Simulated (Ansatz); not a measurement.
Ti in Ansatz: the effect of functional

Ti:

```
CELL_PARAMETERS angstrom
0.00000 2.00256 2.00256
2.00256 0.00000 2.00256
2.00256 2.00256 0.00000
ATOMIC_POSITIONS crystal
Ti 0.00000 0.00000 0.00000
```

This isn't the form of Ti at room conditions, which is hcp.

The cell isn't the ideal one: volume scaled by 0.96.

Alike in all runs:

* Program: Ansatz 0.2.0
* Task: single point
* Potentials or basis: Ansatz PAW
* k mesh: 11 × 11 × 11
* Occupations: fermi-dirac, width 0.05 eV
* Spin: no spin polarisation

```csv
functional,cutoff,pressure (GPa)
LDA,420 eV (not typed: the program's choice for these potentials),-0.5
PBEsol,420 eV (not typed: the program's choice for these potentials),4.4
r2SCAN,500 eV (not typed: the program's choice for these potentials),?
```

Question: What does the run with functional r2SCAN give?

Answer: Pressure 9.6 GPa.

Caveats: the PAW data sets come from PBE, with cores solved anew for the run's functional, which leaves a small shift of forces and pressure.

Runs at the PBE level aren't shown here.
